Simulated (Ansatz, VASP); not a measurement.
Mg in VASP and in Ansatz

```
Mg
1.0
     0.00000    3.04863    3.04863
     3.04863    0.00000    3.04863
     3.04863    3.04863    0.00000
Mg
2
Direct
  0.87500 0.87500 0.87500
  0.12500 0.12500 0.12500
```

Change from the starting cell: volume scaled by 0.7, PAW files.

Alike in both runs: task single point; functional PBE; k mesh 12 × 12 × 12; occupations fermi-dirac, width 0.1 eV; no spin polarisation.

|  | VASP | Ansatz |
| --- | --- | --- |
| version | VASP 6.6.1 | Ansatz 0.2.0 |
| potentials or method | VASP PAW PBE potentials, release 64 (Mg) | PAW with Ansatz's default frozen-core files, scalar-relativistic |
| plane-wave cutoff (eV) | 520 | 420 |
| valence electrons in the cell | 4 | 20 |

|  | VASP | Ansatz | Ansatz less VASP |
| --- | --- | --- | --- |
| pressure (GPa) | 7.8 | 7.8 | -0.02 |

The functional is the same, so the differences come from potentials, cutoffs and numerics. The two sets of potentials don't hold the same shells in valence.
